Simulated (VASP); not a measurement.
**Cu: equation of state with PBEsol**

The system is Cu.

```xyz
2
Lattice="2.5313 0.0000 0.0000 -1.2656 2.1922 0.0000 0.0000 0.0000 4.1062" Properties=species:S:1:pos:R:3 pbc="T T T"
Cu    1.2656    0.7307    3.0797
Cu    0.0000    1.4614    1.0266
```

This isn't the form of Cu at room conditions, which is fcc.

```
Program                : VASP 6.6.1
Task                   : equation of state
Functional             : PBEsol
Potentials or basis    : VASP PAW PBE potentials, release 64 (Cu)
Cutoff                 : 520 eV
k mesh                 : 10 × 10 × 6
Occupations            : fermi-dirac, width 0.05 eV
Spin                   : no spin polarisation
Ladder                 : gaps
Further INCAR settings : ALGO = Fast; EDIFF = 1e-07
```

The equilibrium volume is 11.40 Å³/atom. The bulk modulus at fixed shape and positions is 162 GPa and the pressure derivative of the bulk modulus is 5.0 (rough: it moves with the points fitted).

Energy against volume, from the lowest point:
| volume (Å³/atom) | energy (meV/atom) |
| --- | --- |
| 10.937 | 10.17 |
| 11.165 | 2.48 |
| 11.393 | 0.00 |
| 11.621 | 2.15 |
| 11.849 | 8.39 |

All runs of the series together: 99 s on 1 thread of Intel(R) Xeon(R) Platinum 8259CL CPU @ 2.50GHz (Skylake/Cascade Lake), with other jobs on the host.

Caveat: the cell was scaled at fixed shape and fractional positions, which overstates the stiffness of a crystal with free parameters, most of all of layers and chains; the PAW data sets were made with another functional, which shifts forces and pressure a little.
